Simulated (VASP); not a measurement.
Set up this calculation in VASP 6.6.1, as the native input.

- Task: relaxation of cell and atoms
- Functional: r2SCAN
- Dispersion: rVV10
- Potentials or basis: VASP PAW PBE potentials, release 64 (Cu)
- Cutoff: 600 eV
- k mesh: 20 × 20 × 20
- Occupations: gaussian, width 0.1 eV
- Spin: no spin polarisation
- Further INCAR settings: ALGO = Normal; EDIFF = 1e-07; IBRION = 2; EDIFFG = -0.005; NSW = 90; ISIF = 3

The structure of Cu lies in POSCAR:

```
Cu
1.0
   -1.4427933200      1.4427933200      1.3760814500
    1.4427933200     -1.4427933200      1.3760814500
    1.4427933200      1.4427933200     -1.3760814500
Cu
1
Direct
    0.0000000000      0.0000000000      0.0000000000
```

This isn't the form of Cu at room conditions, which is fcc.

One way to write it, as run:

INCAR

```
SYSTEM = Cu
ALGO     = Normal         ! electronic algorithm
BPARAM   = 11.95        
CPARAM   = 0.0093       
EDIFF    = 1E-7           ! SCF threshold, eV
EDIFFG   = -0.005         ! ionic threshold
ENCUT    = 600            ! plane-wave cutoff, eV
IBRION   = 2              ! ionic algorithm
ISIF     = 3              ! what is computed and relaxed
ISMEAR   = 0              ! smearing method
IVDW_NL  = 2            
LASPH    = .True.         ! aspherical terms in the spheres
LCHARG   = .False.        ! write CHGCAR
LMIXTAU  = .True.       
LREAL    = .False.        ! projectors in reciprocal space
LUSE_VDW = .True.       
LWAVE    = .False.        ! write WAVECAR
METAGGA  = R2SCAN         ! meta-GGA
NELM     = 80             ! most SCF steps
NSW      = 90             ! ionic steps
PREC     = Accurate       ! precision mode
SIGMA    = 0.1            ! smearing width, eV
```

KPOINTS

```
k-points
0
Gamma
  20 20 20
  0 0 0
```

Potentials or basis: VASP PAW PBE potentials, release 64 (Cu).

Launch:

```console
$ cat potpaw_PBE.64/Cu/POTCAR > POTCAR
$ mpirun -np 1 vasp_std > vasp.out
```

Results of the run:

```
Relaxed volume                         : 11.40 Å³/atom
Relaxed cell                           : a = 2.458 Å, b = 2.458 Å, c = 2.458 Å, α = 108.03°, β = 108.03°, γ = 112.38°
Space group after relaxing (to 0.05 Å) : I4/mmm (No. 139)
Energy gained by relaxing              : 0.2 meV/atom
Ionic steps                            : 8
Pressure after relaxing                : 0.0 GPa
Band gap on the k mesh                 : none (metal or under the smearing width)
```

Caveat: the PAW data sets were made with another functional, which shifts forces and pressure a little.

It took 24 min on 1 thread of Intel(R) Xeon(R) Platinum 8488C (Sapphire Rapids), on a shared host, peak memory 0.29 GiB.
